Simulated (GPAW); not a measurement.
A run of GPAW 26.7.0:

run.py

```python
from ase.eos import EquationOfState
from ase.io import Trajectory
from ase.spacegroup import crystal
from ase.units import GPa
from gpaw import GPAW, PW

# Ir 4a
atoms = crystal(['Ir'],
                basis=[[0.0, 0.0, 0.0]],
                spacegroup=225, setting=1,  # Fm-3m
                cellpar=[3.8312, 3.8312, 3.8312, 90.0, 90.0, 90.0],
                primitive_cell=True)

traj = Trajectory('eos.traj', 'w')
volumes, energies = [], []
for x in [0.94, 0.96, 0.98, 1.0, 1.02, 1.04, 1.06]:
    a = atoms.copy()
    a.set_cell(atoms.cell * x**(1 / 3), scale_atoms=True)
    calc = GPAW(mode=PW(600),
                xc='RPBE',
                kpts={'size': (12, 12, 12), 'gamma': True},
                occupations={'name': 'fermi-dirac', 'width': 0.05},
                nbands=16,
                convergence={'density': 1e-05, 'energy': 1e-05},
                maxiter=150,
                txt=f'eos-{x:.2f}.txt')
    a.calc = calc
    energies.append(a.get_potential_energy(force_consistent=True))
    volumes.append(a.get_volume())
    p = -a.get_stress()[:3].mean() / GPa
    calc.write(f'eos-{x:.2f}.gpw')
    traj.write(a)
    print(f'{x:.2f} {volumes[-1]:10.4f} A^3 {energies[-1]:14.6f} eV {p:9.3f} GPa', flush=True)

v0, e0, B = EquationOfState(volumes, energies, eos='birchmurnaghan').fit()
print(f'V0 = {v0:.4f} A^3, E0 = {e0:.6f} eV, B0 = {B / GPa:.2f} GPa')
```

Potentials or basis: the program's PAW data sets (release 1.2.1) made for this functional, pw.

Run with:

```console
$ OMP_NUM_THREADS=1 python run.py
```

Hardware: 1 thread of Arm Neoverse V1 (shared host).

Question: Estimate the wall time of this run.

Answer: It took 66 s on 1 thread of Arm Neoverse V1, with other jobs on the host, peak memory 0.21 GiB. Counts: scf iterations 56, plane waves 464, bands 16, k points 72.
